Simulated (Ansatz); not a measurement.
System: HfN (rock salt type, first atom moved by 0.06 Å along [111]), 2 atoms in the cell.

```
Hf N
1.0
     0.00000    2.26500    2.26500
     2.26500    0.00000    2.26500
     2.26500    2.26500    0.00000
Hf N
1 1
Cartesian
  0.0346 0.0346 0.0346
  2.2650 2.2650 2.2650
```

Code and potentials: Ansatz PAW hard set, 700 eV. Settings: k-mesh 4×4×4 Γ-centred; Fermi–Dirac smearing of 0.1 eV; no spin polarisation; no spin–orbit coupling. For HSE06: exchange singularity: Wigner-Seitz.

One run gave:

| Item | Value |
| --- | --- |
| Pressure | 3.95 GPa |

| atom | Fx (eV/Å) | Fy (eV/Å) | Fz (eV/Å) |
| --- | --- | --- | --- |
| Hf1 | -0.394 | -0.394 | -0.394 |
| N2 | 0.394 | 0.394 | 0.394 |

Task: Which level of theory was it?
A. PBE
B. HSE06

Result: A. All runs:

```csv
level,pressure (GPa),rms force (eV/Å)
PBE,3.95,0.682
HSE06,-0.97,0.703
```

The stress includes the program's correction for the finite plane-wave basis.

The k-mesh is coarse, so these values belong to this mesh and can lie far from the converged ones. Potentials made with PBE were used with another functional (at least in: Ansatz PAW hard set, 700 eV (HSE06)).
